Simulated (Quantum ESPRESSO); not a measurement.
# TiO2 (Anatase) (I4_1/amd) in Quantum ESPRESSO: further runs

One crystal, TiO2 (Anatase), is run at these levels: PBE; tasks: single point, equation of state.

Program: Quantum ESPRESSO 7.5. These are calculated values, not measurements. Logs are shortened: lines on timing, memory, paths and dates and some standing lists are left out, and cuts for length are marked.

## (1) The structure

Symmetry: I4_1/amd, No. 141, tetragonal system. The conventional cell has a = 3.784 Å, b = 3.784 Å, c = 9.515 Å, α = 90.00°, β = 90.00°, γ = 90.00°. Ti (site symmetry -4m2) is surrounded by 6 O at 1.93 to 1.98 Å. O (site symmetry 2mm) has 3 Ti at 1.93 to 1.98 Å as nearest neighbours.

## (2) Single point, PBE, 10.67 Å³/atom

pw.in reads:

```
&CONTROL
  calculation = 'scf'
  prefix = 'pwscf'
  outdir = './tmp'
  pseudo_dir = './pseudo'
  tprnfor = .true.
  tstress = .true.
  disk_io = 'nowf'
/
&SYSTEM
  ibrav = 0
  nat = 6
  ntyp = 2
  ecutwfc = 45
  ecutrho = 360
  nbnd = 33
  occupations = 'smearing'
  smearing = 'fd'
  degauss = 0.00367493
/
&ELECTRONS
  conv_thr = 1.2d-09
  electron_maxstep = 120
  mixing_beta = 0.5
/
ATOMIC_SPECIES
Ti    47.8670 ti_pbe_v1.4.uspp.F.UPF
O     15.9990 o_pbe_v1.2.uspp.F.UPF
CELL_PARAMETERS angstrom
  -1.8534748763    1.8534748763    4.6601849950
   1.8534748763   -1.8534748763    4.6601849950
   1.8534748763    1.8534748763   -4.6601849950
ATOMIC_POSITIONS crystal
Ti     0.7500000000    0.2500000000    0.5000000000
Ti     0.0000000000    0.0000000000    0.0000000000
O      0.7919000000    0.7919000000    0.0000000000
O      0.5419000000    0.0419000000    0.5000000000
O      0.9581000000    0.4581000000    0.5000000000
O      0.2081000000    0.2081000000    0.0000000000
K_POINTS automatic
10 10 10 0 0 0
```

Potentials or basis: GBRV 1.5 PBE.

Launch:

```sh
> OMP_NUM_THREADS=1 mpirun -n 2 pw.x -nk 2 -in pw.in > pw.out
```

pw.out:

```text
This program is part of the open-source Quantum ESPRESSO suite
     for quantum simulation of materials; please cite
         "P. Giannozzi et al., J. Phys.:Condens. Matter 21 395502 (2009);
         "P. Giannozzi et al., J. Phys.:Condens. Matter 29 465901 (2017);
         "P. Giannozzi et al., J. Chem. Phys. 152 154105 (2020);
     in publications or presentations arising from this work. More details at

     Message from routine setup:
     using ibrav=0 with symmetry is DISCOURAGED, use correct ibrav instead

     K-points division:     npool     =       2
     Subspace diagonalization in iterative solution of the eigenvalue problem:
     a serial algorithm will be used

     G-vector sticks info
     --------------------
     sticks:   dense  smooth     PW     G-vecs:    dense   smooth      PW
     Sum        2501    1253    439                49885    17601    3719

     Using Slab Decomposition

     bravais-lattice index     =            0
     lattice parameter (alat)  =      10.1040  a.u.
     unit-cell volume          =     432.1486 (a.u.)^3
     number of atoms/cell      =            6
     number of atomic types    =            2
     number of electrons       =        48.00
     number of Kohn-Sham states=           33
     kinetic-energy cutoff     =      45.0000  Ry
     charge density cutoff     =     360.0000  Ry
     scf convergence threshold =      1.2E-09
     mixing beta               =       0.5000
     number of iterations used =            8  plain     mixing
     Exchange-correlation= SLA  PW   PBE  PBE
                           (   1   4   3   4   0   0   0)

     celldm(1)=  10.103951  celldm(2)=   0.000000  celldm(3)=   0.000000
     celldm(4)=   0.000000  celldm(5)=   0.000000  celldm(6)=   0.000000

     crystal axes: (cart. coord. in units of alat)
               a(1) = (  -0.346653   0.346653   0.871587 )
               a(2) = (   0.346653  -0.346653   0.871587 )
               a(3) = (   0.346653   0.346653  -0.871587 )

     reciprocal axes: (cart. coord. in units 2 pi/alat)
               b(1) = ( -0.000000  1.442367  0.573666 )
               b(2) = (  1.442367 -0.000000  0.573666 )
               b(3) = (  1.442367  1.442367  0.000000 )

     PseudoPot. # 1 for Ti read from file:
     ti_pbe_v1.4.uspp.F.UPF
     Pseudo is Ultrasoft + core correction, Zval = 12.0
     Generated by new atomic code, or converted to UPF format
     Using radial grid of  851 points,  6 beta functions with:
                l(1) =   0
                l(2) =   0
                l(3) =   1
                l(4) =   1
                l(5) =   2
                l(6) =   2
     Q(r) pseudized with  6 coefficients,  rinner =    1.000   1.000   1.000
                                                       1.000   1.000

     PseudoPot. # 2 for O  read from file:
     o_pbe_v1.2.uspp.F.UPF
     Pseudo is Ultrasoft + core correction, Zval =  6.0
     Generated by new atomic code, or converted to UPF format
     Using radial grid of  737 points,  5 beta functions with:
                l(1) =   0
                l(2) =   0
                l(3) =   1
                l(4) =   1
                l(5) =   2
     Q(r) pseudized with  8 coefficients,  rinner =    0.900   0.900   0.900
                                                       0.900   0.900

     atomic species   valence    mass     pseudopotential
     Ti               12.00    47.86700     Ti( 1.00)
     O                 6.00    15.99900     O ( 1.00)

     16 Sym. Ops., with inversion, found ( 8 have fractional translation)

   Cartesian axes

     site n.     atom                  positions (alat units)
         1        Ti     tau(   1) = (   0.0000000   0.3466525   0.4357936  )
         2        Ti     tau(   2) = (   0.0000000   0.0000000   0.0000000  )
         3        O      tau(   3) = (   0.0000000   0.0000000   1.3804197  )
         4        O      tau(   4) = (   0.0000000   0.3466525   0.0730390  )
         5        O      tau(   5) = (   0.0000000   0.3466525   0.7985481  )
         6        O      tau(   6) = (   0.0000000   0.0000000   0.3627546  )

     number of k points=   102  Fermi-Dirac smearing, width (Ry)=  0.0037

     Number of k-points >= 100: set verbosity='high' to print them.

     Dense  grid:    49885 G-vectors     FFT dimensions: (  64,  64,  64)

     Smooth grid:    17601 G-vectors     FFT dimensions: (  48,  48,  48)

     Check: negative core charge=   -0.000012

     Initial potential from superposition of free atoms

     starting charge      45.9999, renormalised to      48.0000

     negative rho (up, down):  2.247E-03 0.000E+00
     Starting wfcs are   36 randomized atomic wfcs

     Self-consistent Calculation

     iteration #  1     ecut=    45.00 Ry     beta= 0.50
     Davidson diagonalization with overlap
     ethr =  1.00E-02,  avg # of iterations =  2.0

     negative rho (up, down):  3.742E-03 0.000E+00

     total energy              =    -367.94132454 Ry
     estimated scf accuracy    <       1.18365626 Ry

     iteration #  2     ecut=    45.00 Ry     beta= 0.50
     Davidson diagonalization with overlap
     ethr =  2.47E-03,  avg # of iterations =  3.8

     negative rho (up, down):  2.169E-03 0.000E+00

     total energy              =    -367.92304235 Ry
     estimated scf accuracy    <       2.63372806 Ry

     iteration #  3     ecut=    45.00 Ry     beta= 0.50
     Davidson diagonalization with overlap
     ethr =  2.47E-03,  avg # of iterations =  2.7

     negative rho (up, down):  2.240E-03 0.000E+00

     total energy              =    -368.42664982 Ry
     estimated scf accuracy    <       0.07351819 Ry

     iteration #  4     ecut=    45.00 Ry     beta= 0.50
     Davidson diagonalization with overlap
     ethr =  1.53E-04,  avg # of iterations =  2.0

     negative rho (up, down):  2.232E-03 0.000E+00

     total energy              =    -368.43666963 Ry
     estimated scf accuracy    <       0.00374382 Ry

     iteration #  5     ecut=    45.00 Ry     beta= 0.50
     Davidson diagonalization with overlap
     ethr =  7.80E-06,  avg # of iterations =  3.5

     negative rho (up, down):  2.204E-03 0.000E+00

     total energy              =    -368.43756906 Ry
     estimated scf accuracy    <       0.00063282 Ry

     iteration #  6     ecut=    45.00 Ry     beta= 0.50
     Davidson diagonalization with overlap
     ethr =  1.32E-06,  avg # of iterations =  3.9

     negative rho (up, down):  2.211E-03 0.000E+00

     total energy              =    -368.43773577 Ry
     estimated scf accuracy    <       0.00006524 Ry

     iteration #  7     ecut=    45.00 Ry     beta= 0.50
     Davidson diagonalization with overlap
     ethr =  1.36E-07,  avg # of iterations =  1.7

     negative rho (up, down):  2.215E-03 0.000E+00

     total energy              =    -368.43774366 Ry
     estimated scf accuracy    <       0.00000182 Ry

     iteration #  8     ecut=    45.00 Ry     beta= 0.50
     Davidson diagonalization with overlap
     ethr =  3.78E-09,  avg # of iterations =  3.7

     negative rho (up, down):  2.215E-03 0.000E+00

     total energy              =    -368.43774459 Ry
     estimated scf accuracy    <       0.00000067 Ry

     iteration #  9     ecut=    45.00 Ry     beta= 0.50
     Davidson diagonalization with overlap
     ethr =  1.40E-09,  avg # of iterations =  1.5

     negative rho (up, down):  2.215E-03 0.000E+00

     total energy              =    -368.43774461 Ry
     estimated scf accuracy    <       0.00000008 Ry

     iteration # 10     ecut=    45.00 Ry     beta= 0.50
     Davidson diagonalization with overlap
     ethr =  1.70E-10,  avg # of iterations =  3.4

     negative rho (up, down):  2.215E-03 0.000E+00

     total energy              =    -368.43774463 Ry
     estimated scf accuracy    <          2.1E-09 Ry

     iteration # 11     ecut=    45.00 Ry     beta= 0.50
     Davidson diagonalization with overlap
     ethr =  4.30E-12,  avg # of iterations =  2.2

     negative rho (up, down):  2.215E-03 0.000E+00

     End of self-consistent calculation

     Number of k-points >= 100: set verbosity='high' to print the bands.

     the Fermi energy is     9.1760 ev

!    total energy              =    -368.43774463 Ry
     estimated scf accuracy    <          3.3E-11 Ry
     smearing contrib. (-TS)   =      -0.00000000 Ry
     internal energy E=F+TS    =    -368.43774463 Ry

     The total energy is F=E-TS. E is the sum of the following terms:
     one-electron contribution =    -153.02232277 Ry
     hartree contribution      =      99.46112096 Ry
     xc contribution           =     -65.61119782 Ry
     ewald contribution        =    -249.26534499 Ry

     convergence has been achieved in  11 iterations

     negative rho (up, down):  2.215E-03 0.000E+00

     Forces acting on atoms (cartesian axes, Ry/au):

     atom    1 type  1   force =     0.00000000    0.00000000    0.00000000
     atom    2 type  1   force =     0.00000000    0.00000000    0.00000000
     atom    3 type  2   force =     0.00000000    0.00000000   -0.02027028
     atom    4 type  2   force =    -0.00000000    0.00000000   -0.02027028
     atom    5 type  2   force =    -0.00000000    0.00000000    0.02027028
     atom    6 type  2   force =     0.00000000   -0.00000000    0.02027028

     Total force =     0.040541     Total SCF correction =     0.000002

     Computing stress (Cartesian axis) and pressure

     negative rho (up, down):  2.215E-03 0.000E+00
          total   stress  (Ry/bohr**3)                   (kbar)     P=      216.34
   0.00141930   0.00000000  -0.00000000          208.79        0.00       -0.00
   0.00000000   0.00141930   0.00000000            0.00      208.79        0.00
   0.00000000   0.00000000   0.00157344            0.00        0.00      231.46

=------------------------------------------------------------------------------=
   JOB DONE.
=------------------------------------------------------------------------------=
```

Wall time 74 s (2 MPI ranks of Intel Xeon 6975P-C (Granite Rapids), shared host); peak memory 0.42 GiB.

Results:

* Free energy: -5012.8509 eV
* Pressure: 21.6 GPa
* Largest force: 0.521 eV/Å
* Band gap on the k mesh: 2.28 eV, indirect (least direct gap 2.60 eV)

## (3) Single point, PBE, 10.90 Å³/atom

pw.in, as its differences from that of step 2:

```diff
@@ -29,5 +29,5 @@
 CELL_PARAMETERS angstrom
-  -1.8534748763    1.8534748763    4.6601849950
-   1.8534748763   -1.8534748763    4.6601849950
-   1.8534748763    1.8534748763   -4.6601849950
+  -1.8665279463    1.8665279463    4.6930042805
+   1.8665279463   -1.8665279463    4.6930042805
+   1.8665279463    1.8665279463   -4.6930042805
 ATOMIC_POSITIONS crystal
```

Potentials or basis: GBRV 1.5 PBE.

Launch:

```sh
> OMP_NUM_THREADS=1 mpirun -n 2 pw.x -nk 2 -in pw.in > pw.out
```

Run time: 86 s. Hardware: 2 MPI ranks of Intel Xeon 6975P-C (Granite Rapids), shared host; peak memory 0.42 GiB.

It converged, with:

```
Free energy            : -5013.0105 eV
Pressure               : 15.7 GPa
Largest force          : 0.375 eV/Å
Band gap on the k mesh : 2.23 eV, indirect (least direct gap 2.56 eV)
```

## (4) Single point, PBE, 11.13 Å³/atom

pw.in, as its differences from that of step 3:

```diff
@@ -29,5 +29,5 @@
 CELL_PARAMETERS angstrom
-  -1.8665279463    1.8665279463    4.6930042805
-   1.8665279463   -1.8665279463    4.6930042805
-   1.8665279463    1.8665279463   -4.6930042805
+  -1.8794009597    1.8794009597    4.7253708500
+   1.8794009597   -1.8794009597    4.7253708500
+   1.8794009597    1.8794009597   -4.7253708500
 ATOMIC_POSITIONS crystal
```

Launch:

```sh
> OMP_NUM_THREADS=1 mpirun -n 2 pw.x -nk 2 -in pw.in > pw.out
```

It took 86 s on 2 MPI ranks of Intel Xeon 6975P-C (Granite Rapids), shared host; peak memory 0.42 GiB.

The run converged. Its results:

* Free energy: -5013.1220 eV
* Pressure: 10.3 GPa
* Largest force: 0.240 eV/Å
* Band gap on the k mesh: 2.18 eV, indirect (least direct gap 2.51 eV)

## (5) Single point, PBE, 11.35 Å³/atom

pw.in, as its differences from that of step 4:

```diff
@@ -29,5 +29,5 @@
 CELL_PARAMETERS angstrom
-  -1.8794009597    1.8794009597    4.7253708500
-   1.8794009597   -1.8794009597    4.7253708500
-   1.8794009597    1.8794009597   -4.7253708500
+  -1.8921000000    1.8921000000    4.7573000000
+   1.8921000000   -1.8921000000    4.7573000000
+   1.8921000000    1.8921000000   -4.7573000000
 ATOMIC_POSITIONS crystal
```

Launch:

```sh
> OMP_NUM_THREADS=1 mpirun -n 2 pw.x -nk 2 -in pw.in > pw.out
```

It took 85 s on 2 MPI ranks of Intel Xeon 6975P-C (Granite Rapids), shared host; peak memory 0.42 GiB.

It converged, with:

* Free energy: -5013.1901 eV
* Pressure: 5.5 GPa
* Largest force: 0.114 eV/Å
* Band gap on the k mesh: 2.14 eV, indirect (least direct gap 2.47 eV)

## (6) Single point, PBE, 11.58 Å³/atom

pw.in, as its differences from that of step 5:

```diff
@@ -29,5 +29,5 @@
 CELL_PARAMETERS angstrom
-  -1.8921000000    1.8921000000    4.7573000000
-   1.8921000000   -1.8921000000    4.7573000000
-   1.8921000000    1.8921000000   -4.7573000000
+  -1.9046308288    1.9046308288    4.7888062162
+   1.9046308288   -1.9046308288    4.7888062162
+   1.9046308288    1.9046308288   -4.7888062162
 ATOMIC_POSITIONS crystal
```

Potentials or basis: GBRV 1.5 PBE.

Launch:

```sh
> OMP_NUM_THREADS=1 mpirun -n 2 pw.x -nk 2 -in pw.in > pw.out
```

It took 77 s on 2 MPI ranks of Intel Xeon 6975P-C (Granite Rapids), shared host; peak memory 0.44 GiB.

Results (log left out):

```
Free energy            : -5013.2190 eV
Pressure               : 1.1 GPa
Band gap on the k mesh : 2.09 eV, indirect (least direct gap 2.42 eV)
```

## (7) Single point, PBE, 11.81 Å³/atom

pw.in, as its differences from that of step 6:

```diff
@@ -29,5 +29,5 @@
 CELL_PARAMETERS angstrom
-  -1.9046308288    1.9046308288    4.7888062162
-   1.9046308288   -1.9046308288    4.7888062162
-   1.9046308288    1.9046308288   -4.7888062162
+  -1.9169989080    1.9169989080    4.8199032318
+   1.9169989080   -1.9169989080    4.8199032318
+   1.9169989080    1.9169989080   -4.8199032318
 ATOMIC_POSITIONS crystal
```

Launch:

```sh
> OMP_NUM_THREADS=1 mpirun -n 2 pw.x -nk 2 -in pw.in > pw.out
```

Wall time 85 s (2 MPI ranks of Intel Xeon 6975P-C (Granite Rapids), shared host); peak memory 0.44 GiB.

The run converged. Its results:

```
Free energy            : -5013.2126 eV
Pressure               : -2.8 GPa
Largest force          : 0.111 eV/Å
Band gap on the k mesh : 2.05 eV, indirect (least direct gap 2.37 eV)
```

## (8) Single point, PBE, 12.04 Å³/atom

pw.in, as its differences from that of step 7:

```diff
@@ -29,5 +29,5 @@
 CELL_PARAMETERS angstrom
-  -1.9169989080    1.9169989080    4.8199032318
-   1.9169989080   -1.9169989080    4.8199032318
-   1.9169989080    1.9169989080   -4.8199032318
+  -1.9292094213    1.9292094213    4.8506040801
+   1.9292094213   -1.9292094213    4.8506040801
+   1.9292094213    1.9292094213   -4.8506040801
 ATOMIC_POSITIONS crystal
```

Launch:

```sh
> OMP_NUM_THREADS=1 mpirun -n 2 pw.x -nk 2 -in pw.in > pw.out
```

It took 75 s on 2 MPI ranks of Intel Xeon 6975P-C (Granite Rapids), shared host; peak memory 0.46 GiB.

Results (log left out):

```
Free energy            : -5013.1742 eV
Pressure               : -6.4 GPa
Largest force          : 0.212 eV/Å
Band gap on the k mesh : 2.00 eV, indirect (least direct gap 2.33 eV)
```

## (9) Equation of state, PBE

Potentials or basis: GBRV 1.5 PBE.

This step only gathers the single runs of the series.

Results:

| Property | Result |
| --- | --- |
| Equilibrium volume | 11.65 Å³/atom |
| Bulk modulus at fixed shape and positions | 207 GPa |
| Pressure derivative of the bulk modulus | 4.2 |

Energy against volume, from the lowest point:
```
volume (Å³/atom)  energy (meV/atom)
          10.673              61.35
          10.900              34.75
          11.127              16.17
          11.354               4.82
          11.581               0.00
          11.808               1.07
          12.035               7.46
```

Caveat: the cell was scaled at fixed shape and fractional positions, which overstates the stiffness of a crystal with free parameters, most of all of layers and chains.
